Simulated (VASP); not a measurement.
## BaO in VASP 6.6.1, single-point calculation

INCAR

```
ISIF = 2
LWAVE = .FALSE.
SIGMA = 0.02
IBRION = -1
NBANDS = 48
EDIFF = 1E-7
ENCUT = 520
LREAL = .FALSE.
ISMEAR = -1
NELECT = 16.1
PREC = Accurate
NSW = 0
GGA = PE
ADDGRID = .TRUE.
NELM = 120
LCHARG = .FALSE.
LASPH = .TRUE.
```

KPOINTS

```
KPOINTS created by Atomic Simulation Environment
0
Gamma
8 8 8
0 0 0
```

POSCAR

```
Ba O
 1.0000000000000000
     0.0000000000000000    2.7478267818000002    2.7902908235999999
     2.7478267818000002    0.0000000000000000    2.7902908235999999
     2.7478267818000002    2.7478267818000002    0.0000000000000000
 Ba  O
   1   1
Cartesian
  0.0000000000000000  0.0000000000000000  0.0000000000000000
  2.7478267818000002  2.7478267818000002  2.7902908235999999
```

The recommended PBE PAW datasets give the neutral cell 16 valence electrons.

Command

```
mpirun -np 1 vasp_std
```

OSZICAR

```
N       E                     dE             d eps       ncg     rms          rms(c)
DAV:   1     0.879746012748E+02    0.87975E+02   -0.59401E+03  5664   0.310E+02
DAV:   2    -0.115399737571E+02   -0.99515E+02   -0.92253E+02  6904   0.108E+02
DAV:   3    -0.139908264864E+02   -0.24509E+01   -0.24293E+01  7072   0.146E+01
DAV:   4    -0.139957307227E+02   -0.49042E-02   -0.49037E-02  6576   0.650E-01
DAV:   5    -0.139957384833E+02   -0.77606E-05   -0.77607E-05  6880   0.241E-02    0.968E+00
DAV:   6    -0.116405294026E+02    0.23552E+01   -0.11445E+00  6424   0.688E+00    0.636E+00
DAV:   7    -0.113969421439E+02    0.24359E+00   -0.14798E-01  6376   0.203E+00    0.247E+00
DAV:   8    -0.113729234068E+02    0.24019E-01   -0.11025E-01  6616   0.125E+00    0.602E-01
DAV:   9    -0.113634663044E+02    0.94571E-02   -0.21188E-03  6352   0.355E-01    0.153E-01
DAV:  10    -0.113646748629E+02   -0.12086E-02   -0.13335E-03  6888   0.129E-01    0.467E-02
DAV:  11    -0.113646736681E+02    0.11948E-05   -0.33237E-05  6912   0.301E-02    0.152E-02
DAV:  12    -0.113646785701E+02   -0.49020E-05   -0.87806E-06  6592   0.114E-02    0.214E-03
DAV:  13    -0.113646788317E+02   -0.26152E-06   -0.61592E-07  7152   0.286E-03    0.227E-03
DAV:  14    -0.113646787893E+02    0.42405E-07   -0.55420E-08  6648   0.106E-03
   1 F= -.11364679E+02 E0= -.11364252E+02  d E =-.852924E-03
```

From OUTCAR

```
k-points           NKPTS =     59   k-points in BZ     NKDIM =     59   number of bands    NBANDS=     48

   NELECT =      16.1000    total number of electrons

   dimension x,y,z NGX =    30 NGY =   30 NGZ =   30
   dimension x,y,z NGXF=    60 NGYF=   60 NGZF=   60

  energy-cutoff  :      520.00
  volume of cell :       42.14
      direct lattice vectors                 reciprocal lattice vectors
     0.000000000  2.747826782  2.790290824    -0.181961979  0.181961979  0.179192791
     2.747826782  0.000000000  2.790290824     0.181961979 -0.181961979  0.179192791
     2.747826782  2.747826782  0.000000000     0.181961979  0.181961979 -0.179192791

 k-points in reciprocal lattice and weights: KPOINTS created by Atomic Simulation Env
   0.00000000  0.00000000  0.00000000       0.002
   0.12500000  0.00000000  0.00000000       0.016
   0.25000000  0.00000000  0.00000000       0.016
   0.37500000  0.00000000  0.00000000       0.016
   0.50000000  0.00000000  0.00000000       0.008
   0.12500000  0.12500000  0.00000000       0.004
   0.25000000  0.12500000  0.00000000       0.016
   0.37500000  0.12500000  0.00000000       0.016
   ...

 E-fermi :   4.2733

 k-point     1 :       0.0000    0.0000    0.0000
  band No.  band energies     occupation
      1     -24.0009      2.00000
      2     -13.1833      2.00000
      3      -8.4937      2.00000
      4      -8.4931      2.00000
      5      -8.4931      2.00000
      6       1.4525      2.00000
      7       1.5239      2.00000
      8       1.5239      2.00000
      9       5.3758      0.00000
     10       6.4802      0.00000
     11       6.5888      0.00000
     12       6.5888      0.00000
     13       8.7589      0.00000
     14       8.9657      0.00000
     15      11.7292      0.00000
     16      20.6875      0.00000
     17      21.0935      0.00000
     18      21.0935      0.00000
     19      25.5790      0.00000
     20      25.5790      0.00000
     21      26.0087      0.00000
     22      28.5460      0.00000
     23      28.8898      0.00000
     24      29.0167      0.00000
     25      29.0167      0.00000
     26      29.8498      0.00000
     27      29.9627      0.00000
     28      30.6151      0.00000
     29      30.9211      0.00000
     30      30.9211      0.00000
     31      36.6245      0.00000
     32      37.6516      0.00000
     33      37.8907      0.00000
     34      42.3863      0.00000
     35      42.3863      0.00000
     36      42.7829      0.00000
     37      44.0544      0.00000
     38      44.0544      0.00000
     39      44.2486      0.00000
     40      44.4778      0.00000
     41      46.6828      0.00000
     42      46.6828      0.00000
     43      46.7300      0.00000
     44      46.7300      0.00000
     45      47.0974      0.00000
     46      47.2860      0.00000
     47      48.0611      0.00000
     48      48.5383      0.00000

 ...

  Total        1.5289629      1.5289629      1.1444175      0.0000000     -0.0000000     -0.0000000
  in kB       58.1365644     58.1365644     43.5147927      0.0000000     -0.0000000     -0.0000000
  external PRESSURE =      53.2626405 kB  Pullay stress =       0.0000000 kB

 POSITION                                       TOTAL-FORCE (eV/Angst)
 -----------------------------------------------------------------------------------
      0.00000      0.00000      0.00000         0.000000     -0.000000     -0.000000
      2.74783      2.74783      2.79029        -0.000000      0.000000      0.000000
 -----------------------------------------------------------------------------------
    total drift:                                0.000000      0.000000      0.000000

  FREE ENERGIE OF THE ION-ELECTRON SYSTEM (eV)
  ---------------------------------------------------
  free  energy   TOTEN  =       -11.3646787893 eV

  energy  without entropy=      -11.3638258655  energy(sigma->0) =      -11.36425233
```

It converged. Results: pressure 5.3 GPa.

The cell is charged and sits in a uniform background.

For comparison, a separate PBE run of the intended cell, on usual settings and not on those above, gives a gap of 1.90 eV on its mesh and a pressure of 3.8 GPa.

The run above took about 2.5 min on one core of a shared host (Intel Xeon Platinum 8488C) and held 0.34 GiB at most.
